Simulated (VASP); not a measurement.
# Cu3N (Pm-3m) in VASP: notebook

The runs below take Cu3N through single point, with PBE.

Everything below comes from runs of VASP 6.6.1. Logs are shortened: lines on timing, memory, paths and dates and some standing lists are left out, and cuts for length are marked.

### Step 1. The structure

Symmetry: Pm-3m, No. 221, cubic system. The conventional cell has a = 3.807 Å, b = 3.807 Å, c = 3.807 Å, α = 90.00°, β = 90.00°, γ = 90.00°. Around Cu (site symmetry 4/mmm) lie 2 N at 1.90 Å. N (site symmetry m-3m) has 6 Cu at 1.90 Å as nearest neighbours.

### Step 2. Single point, PBE (volume scaled by 1.04)

The input, INCAR:

```
SYSTEM = Cu3N
ALGO     = Fast           ! electronic algorithm
EDIFF    = 1E-6           ! SCF threshold, eV
ENCUT    = 520            ! plane-wave cutoff, eV
GGA      = PE             ! functional
ISIF     = 2              ! what is computed and relaxed
ISMEAR   = -1             ! smearing method
LASPH    = .TRUE.         ! aspherical terms in the spheres
LCHARG   = .FALSE.        ! write CHGCAR
LREAL    = .FALSE.        ! projectors in reciprocal space
LWAVE    = .FALSE.        ! write WAVECAR
NBANDS   = 27             ! bands
NELM     = 100            ! most SCF steps
PREC     = Accurate       ! precision mode
SIGMA    = 0.05           ! smearing width, eV
```

The input, KPOINTS:

```
k-points
0
G
  7 7 7
  0 0 0
```

The input, POSCAR:

```
Cu3N
1.0
    3.8570978503      0.0000000000      0.0000000000
    0.0000000000      3.8570978503      0.0000000000
    0.0000000000      0.0000000000      3.8570978503
Cu N
3 1
Direct
    0.0000000000      0.0000000000      0.5000000000
    0.0000000000      0.5000000000      0.0000000000
    0.5000000000      0.0000000000      0.0000000000
    0.0000000000      0.0000000000      0.0000000000
```

Potentials or basis: VASP PAW PBE potentials, release 64 (Cu, N).

Launch:

```
cat potpaw_PBE.64/Cu/POTCAR potpaw_PBE.64/N/POTCAR > POTCAR
mpirun -np 1 vasp_std > vasp.out
```

OUTCAR:

```text
SYSTEM = Cu3N
   EDIFF = 1E-6
   ENCUT = 520
   GGA = PE
   ISIF = 2
   ISMEAR = -1
   LASPH = .TRUE.
   LREAL = .FALSE.
   NELM = 100
   PREC = Accurate

 ion  position               nearest neighbor table
   1  0.000  0.000  0.500-   4 1.93   4 1.93   2 2.73   2 2.73   3 2.73   3 2.73   2 2.73   2 2.73
                             3 2.73   3 2.73
   2  0.000  0.500  0.000-   4 1.93   4 1.93   1 2.73   1 2.73   1 2.73   3 2.73   3 2.73   1 2.73
                             3 2.73   3 2.73
   3  0.500  0.000  0.000-   4 1.93   4 1.93   1 2.73   1 2.73   2 2.73   1 2.73   2 2.73   2 2.73
                             1 2.73   2 2.73
   4  0.000  0.000  0.000-   1 1.93   2 1.93   3 1.93   1 1.93   2 1.93   3 1.93

  LATTYP: Found a simple cubic cell.
 ALAT       =     3.8570978503

  Lattice vectors:

 A1 = (   3.8570978503,   0.0000000000,   0.0000000000)
 A2 = (   0.0000000000,   3.8570978503,   0.0000000000)
 A3 = (   0.0000000000,   0.0000000000,   3.8570978503)

Analysis of symmetry for initial positions (statically):
=====================================================================
 Subroutine PRICEL returns:
 Original cell was already a primitive cell.

 Routine SETGRP: Setting up the symmetry group for a
 simple cubic supercell.

 Subroutine GETGRP returns: Found 48 space group operations
 (whereof 48 operations were pure point group operations)
 out of a pool of 48 trial point group operations.

The static configuration has the point symmetry O_h .

Analysis of symmetry for dynamics (positions and initial velocities):
=====================================================================
 Subroutine PRICEL returns:
 Original cell was already a primitive cell.

 Routine SETGRP: Setting up the symmetry group for a
 simple cubic supercell.

 Subroutine GETGRP returns: Found 48 space group operations
 (whereof 48 operations were pure point group operations)
 out of a pool of 48 trial point group operations.

The dynamic configuration has the point symmetry O_h .

 Subroutine INISYM returns: Found 48 space group operations
 (whereof 48 operations are pure point group operations),
 and found     1 'primitive' translations

----------------------------------------------------------------------------------------

                                     Primitive cell

  volume of cell :      57.3828

  direct lattice vectors                    reciprocal lattice vectors
     3.857097850  0.000000000  0.000000000     0.259262284  0.000000000  0.000000000
     0.000000000  3.857097850  0.000000000     0.000000000  0.259262284  0.000000000
     0.000000000  0.000000000  3.857097850     0.000000000  0.000000000  0.259262284

  length of vectors
     3.857097850  3.857097850  3.857097850     0.259262284  0.259262284  0.259262284

  position of ions in fractional coordinates (direct lattice)
     0.000000000  0.000000000  0.500000000
     0.000000000  0.500000000  0.000000000
     0.500000000  0.000000000  0.000000000
     0.000000000  0.000000000  0.000000000

  ion indices of the primitive-cell ions
   primitive index   ion index
                 1           1
                 2           2
                 3           3
                 4           4

----------------------------------------------------------------------------------------

 KPOINTS: k-points

Automatic generation of k-mesh.
 Grid dimensions read from file:
 generate k-points for:    7    7    7

 Generating k-lattice:

  Cartesian coordinates                     Fractional coordinates (reciprocal lattice)
     0.037037469  0.000000000  0.000000000     0.142857143  0.000000000  0.000000000
     0.000000000  0.037037469  0.000000000     0.000000000  0.142857143  0.000000000
     0.000000000  0.000000000  0.037037469     0.000000000  0.000000000  0.142857143

  Length of vectors
     0.037037469  0.037037469  0.037037469

  Shift w.r.t. Gamma in fractional coordinates (k-lattice)
     0.000000000  0.000000000  0.000000000

 Subroutine IBZKPT returns following result:
 ===========================================

 Found     20 irreducible k-points:

 Following reciprocal coordinates:
            Coordinates               Weight
  0.000000  0.000000  0.000000      1.000000
  0.142857  0.000000  0.000000      6.000000
  0.285714  0.000000  0.000000      6.000000
  0.428571  0.000000  0.000000      6.000000
  0.142857  0.142857  0.000000     12.000000
  0.285714  0.142857  0.000000     24.000000
[... 12 lines left out ...]
  0.428571  0.428571  0.285714     24.000000
  0.428571  0.428571  0.428571      8.000000
   k-points           NKPTS =     20   k-points in BZ     NKDIM =     20   number of bands    NBANDS=     27
   number of dos      NEDOS =    301   number of ions     NIONS =      4
   total plane-waves  NPLWV =  27000
   dimension x,y,z NGX =    30 NGY =   30 NGZ =   30
   dimension x,y,z NGXF=    60 NGYF=   60 NGZF=   60
   ions per type =               3   1
   NGX,Y,Z   is equivalent  to a cutoff of  12.93, 12.93, 12.93 a.u.
   NGXF,Y,Z  is equivalent  to a cutoff of  25.86, 25.86, 25.86 a.u.
 SYSTEM =  Cu3N
   PREC   = accura    normal or accurate (medium, high low for compatibility)
   ISTART =      0    job   : 0-new  1-cont  2-samecut
   ICHARG =      2    charge: 1-file 2-atom 10-const
   ISPIN  =      1    spin polarized calculation?
   LNONCOLLINEAR =      F non collinear calculations
   LSORBIT =      F    spin-orbit coupling
   LASPH  =      T    aspherical Exc in radial PAW
   ENCUT  =  520.0 eV  38.22 Ry    6.18 a.u.   7.17  7.17  7.17*2*pi/ulx,y,z
   NELM   =    100;   NELMIN=  2; NELMDL= -5     # of ELM steps
   EDIFF  = 0.1E-05   stopping-criterion for ELM
   LREAL  =      F    real-space projection
   EDIFFG = 0.1E-04   stopping-criterion for IOM
   NSW    =      0    number of steps for IOM
   IBRION =     -1    ionic relax: 0-MD 1-quasi-New 2-CG
   NFREE  =      0    steps in history (QN), initial steepest desc. (CG)
   ISIF   =      2    stress and relaxation
   ISYM   =      2    0-nonsym 1-usesym 2-fastsym
   POTIM  = 0.5000    time-step for ionic-motion
   TEBEG  =    0.0;   TEEND  =   0.0 temperature during run
   PSTRESS=    0.0 pullay stress
   NELECT =      38.0000    total number of electrons
   NUPDOWN=      -1.0000    fix difference up-down
   EMIN   =  10.00;   EMAX   =-10.00  energy-range for DOS
   EFERMI =   0.00;   METHOD = LEGACY
   ISMEAR =    -1;   SIGMA  =   0.05  broadening in eV -4-tet -1-fermi 0-gaus
   EFERMI_NEDOS =   21; number of points for ismear=-14 and -15
   IALGO  =     68    algorithm
   IMIX   =      4    mixing-type and parameters
     AMIX     =   0.40;   BMIX     =  1.00
     AMIX_MAG =   1.60;   BMIX_MAG =  1.00
  volume/ion in A,a.u.               =      14.35        96.81
  Fermi-wavevector in a.u.,A,eV,Ry     =   1.426950  2.696544 27.703990  2.036186
  Thomas-Fermi vector in A             =   2.547172
   LORBIT       =      0    0 simple, 1 ext, 2 COOP (PROOUT), +10 PAW based schemes
   GGA     = PE    functional components
   LHFCALC =     F    Hartree Fock is set to
   AEXX    =    0.0000 exact exchange contribution
   IVDW    =     0    specifies the selected vdW correction
   LEPSILON=     F    determine dielectric tensor
   LRPA    =     F    only Hartree local field effects (RPA)
 non-spin polarized calculation
 RMM-DIIS sequential band-by-band and
  energy-cutoff  :      520.00
  volume of cell :       57.38
 maximum number of plane-waves:      1562
 NGX is ok and might be reduce to    30
   NGX = 15   NGY = 15   NGZ = 15

 number of electron      37.9999913 magnetization

 Free energy of the ion-electron system (eV)
  ---------------------------------------------------
  ext. energy  EPLUGINS =         0.00000000
  ---------------------------------------------------
  free energy    TOTEN  =       -18.38750689 eV

  energy without entropy =      -18.38750266  energy(sigma->0) =      -18.38750478

 E-fermi :   4.8745     XC(G=0): -10.6166

 val. band max:        4.3311669419   @ k =   0.4286   0.4286   0.4286
 cond. band min:       5.3815308439   @ k =   0.4286   0.4286   0.0000
 fundamental gap:      1.0503639021
 Fermi energy:         4.8744645488

 k-point     1 :       0.0000    0.0000    0.0000
  band No.  band energies     occupation
      1     -11.9566      2.00000
      2      -0.4588      2.00000
      3      -0.0097      2.00000
      4      -0.0097      2.00000
      5      -0.0097      2.00000
      6       0.8907      2.00000
[... 19 lines left out ...]
     26      16.5870      0.00000
     27      16.9524      0.00000

 k-point     2 :       0.1429    0.0000    0.0000
  band No.  band energies     occupation
      1     -11.8884      2.00000
      2      -0.8531      2.00000
      3      -0.2039      2.00000
      4      -0.2039      2.00000
      5      -0.1317      2.00000
      6       0.9104      2.00000
[... 19 lines left out ...]
     26      15.5100      0.00000
     27      15.7784      0.00000

 k-point     3 :       0.2857    0.0000    0.0000
  band No.  band energies     occupation
      1     -11.7265      2.00000
      2      -1.8705      2.00000
      3      -0.4946      2.00000
      4      -0.4946      2.00000
      5       0.2299      2.00000
      6       0.9568      2.00000
[... 19 lines left out ...]
     26      13.7235      0.00000
     27      14.5660      0.00000

 k-point     4 :       0.4286    0.0000    0.0000
  band No.  band energies     occupation
      1     -11.5868      2.00000
      2      -2.5403      2.00000
      3      -0.6677      2.00000
      4      -0.6677      2.00000
      5       0.7365      2.00000
      6       0.9968      2.00000
[... 19 lines left out ...]
     26      13.7837      0.00000
     27      13.7837      0.00000
[... 396 lines left out ...]
      4      -2.1405      2.00000
      5       1.3164      2.00000
      6       1.4706      2.00000
[... 19 lines left out ...]
     26      13.4427      0.00000
     27      17.6862      0.00000

 k-point    19 :       0.4286    0.4286    0.2857
  band No.  band energies     occupation
      1     -10.9690      2.00000
      2      -2.7365      2.00000
      3      -2.7304      2.00000
      4      -2.2312      2.00000
      5       1.2730      2.00000
      6       1.5978      2.00000
[... 19 lines left out ...]
     26      12.3965      0.00000
     27      16.8298      0.00000

 k-point    20 :       0.4286    0.4286    0.4286
  band No.  band energies     occupation
      1     -10.8214      2.00000
      2      -2.7888      2.00000
      3      -2.7888      2.00000
      4      -2.7756      2.00000
      5       1.1749      2.00000
      6       1.6704      2.00000
[... 19 lines left out ...]
     26      12.2034      0.00000
     27      15.7450      0.00000

------------------------ aborting loop because EDIFF is reached ----------------------------------------

  FORCE on cell =-STRESS in cart. coord.  units (eV):
  Direction    XX          YY          ZZ          XY          YZ          ZX
  --------------------------------------------------------------------------------------
  -------------------------------------------------------------------------------------
  Total       -0.8406459     -0.8406459     -0.8406459      0.0000000      0.0000000     -0.0000000
  in kB      -23.4715457    -23.4715457    -23.4715457      0.0000000      0.0000000     -0.0000000
  external PRESSURE =     -23.4715457 kB  Pullay stress =       0.0000000 kB

 VOLUME and BASIS-vectors are now :
 -----------------------------------------------------------------------------
  energy-cutoff  :      520.00
  volume of cell :       57.38
      direct lattice vectors                 reciprocal lattice vectors
     3.857097850  0.000000000  0.000000000     0.259262284  0.000000000  0.000000000
     0.000000000  3.857097850  0.000000000     0.000000000  0.259262284  0.000000000
     0.000000000  0.000000000  3.857097850     0.000000000  0.000000000  0.259262284

 POSITION                                       TOTAL-FORCE (eV/Angst)
 -----------------------------------------------------------------------------------
      0.00000      0.00000      1.92855         0.000000      0.000000      0.000000
      0.00000      1.92855      0.00000         0.000000      0.000000      0.000000
      1.92855      0.00000      0.00000         0.000000      0.000000      0.000000
      0.00000      0.00000      0.00000         0.000000      0.000000      0.000000
 -----------------------------------------------------------------------------------
    total drift:                                0.000000      0.000000      0.000000

  FREE ENERGIE OF THE ION-ELECTRON SYSTEM (eV)
  ---------------------------------------------------
  free  energy   TOTEN  =       -18.3875068910 eV

  energy  without entropy=      -18.3875026634  energy(sigma->0) =      -18.38750478
```

Wall time 48 s (1 thread of Intel Xeon Platinum 8488C (Sapphire Rapids), shared host); peak memory 0.17 GiB.

What came out:

* Free energy: -18.3875 eV
* Pressure: -2.3 GPa
* Band gap on the k mesh: 1.05 eV, indirect (least direct gap 1.45 eV)

Caveat: an odd mesh through Γ misses points on the zone boundary, where band edges often lie.

### Step 3. Single point, PBE

The input, INCAR:

```
ALGO = Normal ; EDIFF = 1E-7
ENCUT = 520 ; GGA = PE
ISIF = 2 ; ISMEAR = -1
LASPH = True ; LCHARG = False
LREAL = False ; LWAVE = False
NBANDS = 27 ; NELM = 100
PREC = Accurate ; SIGMA = 0.05
```

The input, KPOINTS:

```
k-points
0
Gamma
  7 7 7
```

The input, POSCAR:

```
Cu3N
1.0
    3.8070000000      0.0000000000      0.0000000000
    0.0000000000      3.8070000000      0.0000000000
    0.0000000000      0.0000000000      3.8070000000
Cu N
3 1
Direct
    0.0000000000      0.0000000000      0.5000000000
    0.0000000000      0.5000000000      0.0000000000
    0.5000000000      0.0000000000      0.0000000000
    0.0000000000      0.0000000000      0.0000000000
```

Potentials or basis: VASP PAW PBE potentials, release 64 (Cu, N).

Launch:

```
cat potpaw_PBE.64/Cu/POTCAR potpaw_PBE.64/N/POTCAR > POTCAR
mpirun -np 1 vasp_std > vasp.out
```

Wall time 38 s (1 thread of Intel Xeon Platinum 8488C (Sapphire Rapids), shared host); peak memory 0.16 GiB.

Results (log left out):

```
Free energy            : -18.3852 eV
Pressure               : 2.4 GPa
Band gap on the k mesh : 0.99 eV, indirect (least direct gap 1.38 eV)
```

Levels at points of the mesh, in eV from the valence-band top:
```csv
k point,band 17,band 18,band 19,band 20,band 21,band 22
"(0.00, 0.00, 0.00)",-1.59,-1.59,-1.55,1.26,5.56,5.56
```

Caveat: an odd mesh through Γ misses points on the zone boundary, where band edges often lie.
